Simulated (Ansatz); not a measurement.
# BiTe: properties at the relaxed cell

The task here is to estimate one member of a computed series from the others.

Method: DFT PBEsol, scalar-relativistic, plane waves, PAW, in Ansatz 0.2.0.

1 further run of the same task is left out (set aside as unsound or not needed).

**The starting structure**

It takes space group R-3m (No. 166, trigonal). The conventional cell has a = 4.798 Å, b = 4.798 Å, c = 9.585 Å, α = 90.00°, β = 90.00°, γ = 120.00°. Around Bi (site symmetry -3m) lie 6 Te at 3.20 Å. Te (site symmetry -3m) is surrounded by 6 Bi at 3.20 Å.

Structure file:

```cif
data_structure
_symmetry_space_group_name_H-M 'P 1'
_symmetry_Int_Tables_number 1
_cell_length_a 4.2289
_cell_length_b 4.2289
_cell_length_c 4.2289
_cell_angle_alpha 69.130
_cell_angle_beta 69.130
_cell_angle_gamma 69.130
_cell_volume 63.71
loop_
_atom_site_label
_atom_site_type_symbol
_atom_site_fract_x
_atom_site_fract_y
_atom_site_fract_z
_atom_site_occupancy
Bi1 Bi 0.50000 0.50000 0.50000 1
Te1 Te 0.00000 0.00000 0.00000 1
```

It goes back to an entry of the Materials Project, which need not be the stable form.

This cell was relaxed beforehand with the same method: volume 31.86 Å³/atom, gap on the mesh none (metal).

The first run:

Contents of input.yaml:

```yaml
crystal:
  lattice:
    - [2.3992465536, 1.3852056436, 3.1951106378]
    - [-2.3992465536, 1.3852056436, 3.1951106378]
    - [0.0, -2.7704112871, 3.1951106378]
  atoms:
    - { symbol: Bi, position: [0.5, 0.5, 0.5] }
    - { symbol: Te, position: [0.0, 0.0, 0.0] }
basis:
  ecutwfc: 420
kpoints:
  mp_grid: { grid: [12, 12, 12] }
  band_path:
    path:
      - [[0.0, 0.0, 0.0], [0.5, 0.5, 0.5], [0.70802919, 0.29197081, 0.5]]
      - [[0.5, -0.29197081, 0.29197081], [0.5, 0.0, 0.0], [0.0, 0.0, 0.0], [0.39598541, -0.39598541, 0.0]]
      - [[0.60401459, 0.0, 0.39598541], [0.5, 0.0, 0.5], [0.0, 0.0, 0.0]]
    npoints: 14
hamiltonian:
  xc: pbesol
scf:
  occupations: { method: gaussian, width: 0.1 }
  n_extra_bands: 6
output:
  forces: true
  stress: true
  eigenvalues: true
  populations: true
  dos: { projected: true, de: 0.02, nscf_kmesh: { grid: [18, 18, 18] } }
  bader: true
  write_density: true
  write_potential: true
  elf: true
  volumetric_format: npy
```

On the command line:

```
$ ansatz run input.yaml --threads 1 --pin off --max-ram 2560MiB --backend cpu --events-out ev --progress --plain --runs-dir out
```

Among the steps run: Electronic structure at the relaxed geometry; The cell as listed, for comparison; Point at V/V0 = 0.97; Volume × 1.03; Point at V/V0 = 0.94; The cell scaled to 1.06 of its volume; Point at V/V0 = 0.91; The cell scaled to 1.10 of its volume; The cell scaled to 0.88 of its volume.

One of the session's tables, all rows but one given; the rest of the session is left out.

It belongs to the step «Equation of state». 

| volume (Å³/atom) | energy above the lowest point (meV/atom) | pressure (GPa) |
| --- | --- | --- |
| 28.034 | 76.4 | 6.88 |
| 28.989 | ? | ? |
| 29.945 | 17.4 | 3.06 |
| 30.901 | 4.1 | 1.43 |
| 31.856 | 0.0 | 0.00 |
| 32.812 | 4.2 | -1.34 |
| 33.768 | 15.9 | -2.49 |
| 35.042 | 36.4 | -3.20 |

**Question.** Estimate the row for volume (Å³/atom) = 28.989.

Worked estimate for «energy above the lowest point (meV/atom)». A straight line through the neighbours (28.034, 76.4) and (29.945, 17.4) gives 76.4 + (17.4 − 76.4) × (28.989 − 28.034) / (29.945 − 28.034) = 46.9; a parabola fitted to 3 rows on both sides gives 41.5.

As computed: energy above the lowest point (meV/atom): 41.3; pressure (GPa): 4.92. In «energy above the lowest point (meV/atom)» the line misses by +5.6 and the parabola by +0.2.
